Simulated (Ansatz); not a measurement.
**TaN (P6_3mc): bands and what follows from them**

What do the bands of TaN (P6_3mc) imply? The runs give the band structure.

Program: Ansatz 0.2.0. Level of theory: DFT PBE with spin–orbit coupling, plane waves, PAW. These are calculated values, not measurements.

4 further runs of the same task are left out: 4 set aside as unsound or not needed.

## (1) The starting structure

The structure is hexagonal, space group P6_3mc (No. 186). The conventional cell has a = 2.767 Å, b = 2.767 Å, c = 6.000 Å, α = 90.00°, β = 90.00°, γ = 120.00°. Ta (site symmetry 3m) has 4 N at 1.85 to 1.97 Å as nearest neighbours. Around N (site symmetry 3m) lie 4 Ta at 1.85 to 1.97 Å.

Structure file:

```
CELL_PARAMETERS angstrom
2.76739 0.00000 0.00000
-1.38369 2.39663 0.00000
0.00000 0.00000 6.00049
ATOMIC_POSITIONS crystal
Ta 0.33333 0.66667 0.03876
Ta 0.66667 0.33333 0.53876
N 0.33333 0.66667 0.34624
N 0.66667 0.33333 0.84624
```

Origin of the cell: volume kept, shape and atoms relaxed. An earlier run on this cell at PBE, without spin–orbit coupling gave 109.93 GPa at 9.949 Å³/atom (12×12×8 mesh), gap on the mesh 0.07 eV, no moment left. The cell is compressed at this level.

## (2) Spin-orbit coupling: bands, spin texture

File input.yaml:

```yaml
crystal:
  lattice:
    - [2.7673888859, 0.0, 0.0]
    - [-1.383694443, 2.3966290774, 0.0]
    - [0.0, 0.0, 6.0004933302]
  atoms:
    - { symbol: Ta, position: [0.3333333333, 0.6666666667, 0.0387624884] }
    - { symbol: Ta, position: [0.6666666667, 0.3333333333, 0.5387624884] }
    - { symbol: "N", position: [0.3333333333, 0.6666666667, 0.3462375116] }
    - { symbol: "N", position: [0.6666666667, 0.3333333333, 0.8462375116] }
basis:
  ecutwfc: 420
  ecutrho_ratio: 4
kpoints:
  mp_grid: { grid: [10, 10, 4] }
  band_path:
    path:
      - [[0.0, 0.0, 0.0], [0.5, 0.0, 0.0], [0.33333333, 0.33333333, 0.0], [0.0, 0.0, 0.0], [0.0, 0.0, 0.5], [0.5, 0.0, 0.5], [0.33333333, 0.33333333, 0.5], [0.0, 0.0, 0.5]]
      - [[0.5, 0.0, 0.5], [0.5, 0.0, 0.0]]
      - [[0.33333333, 0.33333333, 0.5], [0.33333333, 0.33333333, 0.0]]
    npoints: 10
hamiltonian:
  xc: pbe
scf:
  occupations: { method: gaussian, width: 0.05 }
output:
  forces: true
  stress: true
  eigenvalues: true
  populations: true
  eigenstates:
    nscf_kmesh: { grid: [18, 18, 8] }
    de_dk: true
    e_range: [-2.5, 2.565776092856]
  write_density: true
  write_potential: true
  elf: true
  volumetric_format: npy
magnetization:
  noncollinear: true
  spin_orbit: true
```

The run is started by

```sh
$ ansatz run input.yaml --threads 4 --pin off --max-ram 9216MiB --backend cpu --events-out ev --progress --plain --runs-dir out
```

Before running it: what results should come out? Wanted: gap.

The runs gave:

| quantity | value |
| --- | --- |
| gap | 0.11 eV on the path |

It has an indirect gap of 0.11 eV on the path (valence top between M and K, conduction bottom between M and K). It is the Kohn-Sham gap of a semilocal functional; such gaps usually fall short of measured ones.
